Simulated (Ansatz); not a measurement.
Si2Mo:

```
CELL_PARAMETERS angstrom
4.58547 0.00000 0.00000
-2.29274 3.97113 0.00000
0.00000 0.00000 6.57976
ATOMIC_POSITIONS crystal
Mo 0.50000 0.50000 0.83333
Mo 0.00000 0.50000 0.16667
Mo 0.50000 0.00000 0.50000
Si 0.16387 0.32775 0.50000
Si 0.67225 0.83613 0.16667
Si 0.83613 0.16387 0.83333
Si 0.83613 0.67225 0.50000
Si 0.32775 0.16387 0.16667
Si 0.16387 0.83613 0.83333
```

Measurements of this composition are mostly on another form, of space group No. 139.

```yaml
Program: Ansatz 0.2.0
Task: relaxation of cell and atoms
Functional: PBE
Potentials_or_basis: Ansatz PAW
Cutoff: "420 eV (not typed: the program's choice for these potentials)"
k_mesh: 5 × 5 × 3
Occupations: fermi-dirac, width 0.05 eV
Spin: no spin polarisation
```

At the start: volume 13.31 Å³/atom.

Problem. How do energy, volume and symmetry change on relaxing?

Solution. It ends after 5 steps and the volume is 13.53 Å³/atom (+1.7 %); space group P6_222 (No. 180, to 0.05 Å).

Step by step:
```csv
step,energy change (eV),largest force (eV/Å),volume (Å³)
1,0.0000,0.0165,119.81
2,-0.0195,0.0308,122.28
3,-0.0210,0.0066,121.81
4,-0.0210,0.0011,121.79
5,-0.0215,0.0011,121.79
```

Final structure:
```yaml
crystal:
  lattice:
    - [4.61387, 0.00000, 0.00000]
    - [-2.30693, 3.99573, 0.00000]
    - [0.00000, 0.00000, 6.60632]
  atoms:
    - { symbol: Mo, position: [0.50000, 0.50000, 0.83333] }
    - { symbol: Mo, position: [0.00000, 0.50000, 0.16667] }
    - { symbol: Mo, position: [0.50000, 0.00000, 0.50000] }
    - { symbol: Si, position: [0.16402, 0.32804, 0.50000] }
    - { symbol: Si, position: [0.67196, 0.83598, 0.16667] }
    - { symbol: Si, position: [0.83598, 0.16402, 0.83333] }
    - { symbol: Si, position: [0.83598, 0.67196, 0.50000] }
    - { symbol: Si, position: [0.32804, 0.16402, 0.16667] }
    - { symbol: Si, position: [0.16402, 0.83598, 0.83333] }
```

Caveat: the plane-wave basis is chosen anew once the cell has moved, so the energies of steps on either side of that aren't comparable.
